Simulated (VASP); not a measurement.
# Sn (Fd-3m) in VASP: further runs, part 2 of 2

VASP 6.6.1. Earlier steps stand in the parts before.

### 4 Relaxation of cell and atoms, PBEsol

The input, INCAR:

```
PREC     = Accurate       # precision mode
ENCUT    = 600            # plane-wave cutoff, eV
EDIFF    = 1E-6           # SCF threshold, eV
ISMEAR   = 0              # smearing method
SIGMA    = 0.03           # smearing width, eV
LREAL    = F              # projectors in reciprocal space
LASPH    = T              # aspherical terms in the spheres
NELM     = 80             # most SCF steps
ALGO     = Normal         # electronic algorithm
ISIF     = 3              # what is computed and relaxed
LWAVE    = F              # write WAVECAR
LCHARG   = F              # write CHGCAR
GGA      = PS             # functional
IBRION   = 2              # ionic algorithm
NSW      = 90             # ionic steps
EDIFFG   = -0.01          # ionic threshold
KPAR     = 4
```

The input, KPOINTS:

```
Automatic mesh
0
Gamma
  10 10 10
```

The input, POSCAR:

```
Sn
1.0
    0.0000000000      3.2333428000      3.2333428000
    3.2333428000      0.0000000000      3.2333428000
    3.2333428000      3.2333428000      0.0000000000
Sn
2
Direct
    0.0000000000      0.0000000000      0.0000000000
    0.2500000000      0.2500000000      0.2500000000
```

Command:

```console
$ cat potpaw_PBE.64/Sn_d/POTCAR > POTCAR
$ mpirun -np 4 vasp_std > vasp.out
```

Run time: 29 s. Hardware: 4 MPI ranks of Intel Xeon 6975P-C (Granite Rapids), shared host; peak memory 0.28 GiB.

The run converged. Its results:

| Item | Value |
| --- | --- |
| Free energy | -8.4630 eV |
| Relaxed volume | 34.92 Å³/atom |
| Relaxed cell | a = 4.622 Å, b = 4.622 Å, c = 4.622 Å, α = 60.00°, β = 60.00°, γ = 60.00° |
| Space group after relaxing (to 0.05 Å) | Fd-3m (No. 227) |
| Energy gained by relaxing | 4.9 meV/atom |
| Ionic steps | 3 |
| Pressure after relaxing | 0.0 GPa |
| Band gap on the k mesh | none (metal or under the smearing width) |

The path:
| step | energy change (eV) | largest force (eV/Å) | pressure (GPa) | volume (Å³) |
| --- | --- | --- | --- | --- |
| 1 | 0.0000 | 0.0000 | 1.47 | 67.61 |
| 2 | -0.0086 | 0.0000 | -0.46 | 70.69 |
| 3 | -0.0099 | 0.0000 | 0.00 | 69.84 |

Final structure:
```cif
data_structure
_symmetry_space_group_name_H-M 'P 1'
_symmetry_Int_Tables_number 1
_cell_length_a 4.6225
_cell_length_b 4.6225
_cell_length_c 4.6225
_cell_angle_alpha 60.000
_cell_angle_beta 60.000
_cell_angle_gamma 60.000
_cell_volume 69.84
loop_
_atom_site_label
_atom_site_type_symbol
_atom_site_fract_x
_atom_site_fract_y
_atom_site_fract_z
_atom_site_occupancy
Sn1 Sn 0.00000 0.00000 0.00000 1
Sn2 Sn 0.25000 0.25000 0.25000 1
```

Levels at points of the mesh, in eV from the Fermi level:
```
           k point  band 11  band 12  band 13  band 14  band 15  band 16  band 17  band 18
(0.00, 0.00, 0.00)   -10.41    -0.77     0.16     0.16     0.16     2.22     2.22     2.22
(0.50, 0.00, 0.00)    -8.83    -6.16    -1.01    -1.01    -0.03     3.28     3.28     5.62
(0.50, 0.50, 0.00)    -7.38    -7.38    -2.32    -2.32     0.86     0.86     7.65     7.65
```

Caveat: the PAW data sets were made with another functional, which shifts forces and pressure a little. Zero-point motion and thermal expansion aren't in these numbers.

### 5 Relaxation of cell and atoms, PBEsol

This run uses another cell than the first one, of 34.92 Å³/atom, 1.033 times its volume.

INCAR: that of step 4 with these lines changed.

```diff
@@ -2,3 +2,3 @@
 ENCUT    = 600            # plane-wave cutoff, eV
-EDIFF    = 1E-6           # SCF threshold, eV
+EDIFF    = 1E-7           # SCF threshold, eV
 ISMEAR   = 0              # smearing method
@@ -15,3 +15,3 @@
 NSW      = 90             # ionic steps
-EDIFFG   = -0.01          # ionic threshold
+EDIFFG   = -0.005         # ionic threshold
 KPAR     = 4
```

KPOINTS is that of step 4.

The input, POSCAR:

```
Sn                                      
1.0
    0.0000000000      3.2685833779      3.2685833779
    3.2685833779      0.0000000000      3.2685833779
    3.2685833779      3.2685833779     -0.0000000000
  Sn            
     2
Direct
     0.0000000000000000    0.0000000000000000    0.0000000000000000
     0.2500000000000000    0.2500000000000000    0.2500000000000000
```

Potentials or basis: VASP PAW PBE potentials, release 64 (Sn_d).

Command:

```console
$ cat potpaw_PBE.64/Sn_d/POTCAR > POTCAR
$ mpirun -np 4 vasp_std > vasp.out
```

OUTCAR:

```text
PREC = Accurate
   ENCUT = 600
   EDIFF = 1E-7
   ISMEAR = 0
   LREAL = F
   LASPH = T
   NELM = 80
   ISIF = 3
   GGA = PS
   IBRION = 2
   NSW = 90
   EDIFFG = -0.005

 ion  position               nearest neighbor table
   1  0.000  0.000  0.000-   2 2.83   2 2.83   2 2.83   2 2.83
   2  0.250  0.250  0.250-   1 2.83   1 2.83   1 2.83   1 2.83

  LATTYP: Found a face centered cubic cell.
 ALAT       =     6.5371667558

  Lattice vectors:

 A1 = (   0.0000000000,   3.2685833779,   3.2685833779)
 A2 = (   3.2685833779,   0.0000000000,   3.2685833779)
 A3 = (   3.2685833779,   3.2685833779,   0.0000000000)

Analysis of symmetry for initial positions (statically):
=====================================================================
 Subroutine PRICEL returns:
 Original cell was already a primitive cell.

 Routine SETGRP: Setting up the symmetry group for a
 face centered cubic supercell.

 Subroutine GETGRP returns: Found 48 space group operations
 (whereof 24 operations were pure point group operations)
 out of a pool of 48 trial point group operations.

[... 165 lines left out ...]
  energy without entropy =       -8.46310833  energy(sigma->0) =       -8.46321376

 E-fermi :   5.1833     XC(G=0):  -8.9696

 val. band max:        5.1575819702   @ k =   0.1000   0.0000   0.0000
 cond. band min:       5.2190586719   @ k =   0.4000   0.0000   0.0000
 fundamental gap:      0.0614767016
 Fermi energy:         5.1833201571

 k-point     1 :       0.0000    0.0000    0.0000
  band No.  band energies     occupation
      1     -16.2969      2.00000
      2     -16.2969      2.00000
      3     -16.2969      2.00000
      4     -16.2394      2.00000
      5     -16.2394      2.00000
      6     -15.9453      2.00000
[... 481 lines left out ...]
      5     -16.1236      2.00000
      6     -16.0976      2.00000
[... 10 lines left out ...]
     17      10.6080      0.00000
     18      11.1022      0.00000

 [... further k-points ...]

------------------------ aborting loop because EDIFF is reached ----------------------------------------

  FORCE on cell =-STRESS in cart. coord.  units (eV):
  Direction    XX          YY          ZZ          XY          YZ          ZX
  --------------------------------------------------------------------------------------
  -------------------------------------------------------------------------------------
  Total        0.0021703      0.0021703      0.0021703      0.0000000      0.0000000     -0.0000000
  in kB        0.0497877      0.0497877      0.0497877      0.0000000      0.0000000     -0.0000000
  external PRESSURE =       0.0497877 kB  Pullay stress =       0.0000000 kB

 VOLUME and BASIS-vectors are now :
 -----------------------------------------------------------------------------
  energy-cutoff  :      600.00
  volume of cell :       69.84
      direct lattice vectors                 reciprocal lattice vectors
     0.000000000  3.268583378  3.268583378    -0.152971469  0.152971469  0.152971469
     3.268583378  0.000000000  3.268583378     0.152971469 -0.152971469  0.152971469
     3.268583378  3.268583378  0.000000000     0.152971469  0.152971469 -0.152971469

 POSITION                                       TOTAL-FORCE (eV/Angst)
 -----------------------------------------------------------------------------------
      0.00000      0.00000      0.00000        -0.000000     -0.000000     -0.000000
      1.63429      1.63429      1.63429         0.000000      0.000000      0.000000
 -----------------------------------------------------------------------------------
    total drift:                               -0.000000     -0.000000      0.000000

  FREE ENERGIE OF THE ION-ELECTRON SYSTEM (eV)
  ---------------------------------------------------
  free  energy   TOTEN  =        -8.4633191885 eV

  energy  without entropy=       -8.4631083323  energy(sigma->0) =       -8.46321376

 reached required accuracy - stopping structural energy minimisation
```

Wall time 12 s (4 MPI ranks of Intel Xeon 6975P-C (Granite Rapids), shared host); peak memory 0.26 GiB.

What came out:

| Quantity | Value |
| --- | --- |
| Free energy | -8.4633 eV |
| Pressure after relaxing | 0.0 GPa |
| Band gap on the k mesh | none (metal or under the smearing width) |

Final structure:
```
Sn
1.0
     0.00000    3.26858    3.26858
     3.26858    0.00000    3.26858
     3.26858    3.26858    0.00000
Sn
2
Direct
  0.00000 0.00000 0.00000
  0.25000 0.25000 0.25000
```

Caveat: the relaxation stopped at its first step, so nothing moved; the PAW data sets were made with another functional, which shifts forces and pressure a little.

### 6 Relaxation of cell and atoms, AM05

The input, INCAR:

```
SYSTEM = Sn
PREC = Accurate
ENCUT = 600
EDIFF = 1E-6
ISMEAR = 0
SIGMA = 0.03
LREAL = .FALSE.
LASPH = .TRUE.
NELM = 80
ALGO = Normal
ISIF = 3
LWAVE = .FALSE.
LCHARG = .FALSE.
GGA = AM
IBRION = 2
NSW = 90
EDIFFG = -0.01
```

The input, KPOINTS:

```
regular mesh
0
G
  10 10 10
  0 0 0
```

The input, POSCAR:

```
Sn
1.0
    0.0000000000      3.2333428000      3.2333428000
    3.2333428000      0.0000000000      3.2333428000
    3.2333428000      3.2333428000      0.0000000000
Sn
2
Direct
    0.0000000000      0.0000000000      0.0000000000
    0.2500000000      0.2500000000      0.2500000000
```

Potentials or basis: VASP PAW PBE potentials, release 64 (Sn_d).

Command:

```console
$ cat potpaw_PBE.64/Sn_d/POTCAR > POTCAR
$ mpirun -np 1 vasp_std > vasp.out
```

Wall time 1.9 min (1 thread of Intel Xeon Platinum 8488C (Sapphire Rapids), shared host); peak memory 0.26 GiB.

The run converged. Its results:

```yaml
Free_energy: -7.9320 eV
Relaxed_volume: 35.21 Å³/atom
Relaxed_cell: a = 4.635 Å, b = 4.635 Å, c = 4.635 Å, α = 60.00°, β = 60.00°, γ = 60.00°
Space_group_after_relaxing_to_0.05_Å: Fd-3m (No. 227)
Energy_gained_by_relaxing: 7.7 meV/atom
Ionic_steps: 3
Pressure_after_relaxing: 0.0 GPa
Band_gap_on_the_k_mesh: none (metal or under the smearing width)
```

Step by step:
| step | energy change (eV) | largest force (eV/Å) | pressure (GPa) | volume (Å³) |
| --- | --- | --- | --- | --- |
| 1 | 0.0000 | 0.0000 | 1.82 | 67.61 |
| 2 | -0.0136 | 0.0000 | -0.54 | 71.43 |
| 3 | -0.0153 | 0.0000 | -0.02 | 70.42 |

Final structure:
```xyz
2
Lattice="0.0000 3.2776 3.2776 3.2776 0.0000 3.2776 3.2776 3.2776 0.0000" Properties=species:S:1:pos:R:3 pbc="T T T"
Sn    0.0000    0.0000    0.0000
Sn    1.6388    1.6388    1.6388
```

Levels at points of the mesh, in eV from the Fermi level:
```csv
k point,band 12,band 13,band 14,band 15,band 16,band 17
"(0.00, 0.00, 0.00)",-0.83,0.14,0.14,0.14,2.22,2.22
"(0.50, 0.00, 0.00)",-6.13,-1.01,-1.01,-0.01,3.30,3.30
"(0.50, 0.50, 0.00)",-7.37,-2.30,-2.30,0.95,0.95,7.59
```

Caveat: the PAW data sets were made with another functional, which shifts forces and pressure a little.
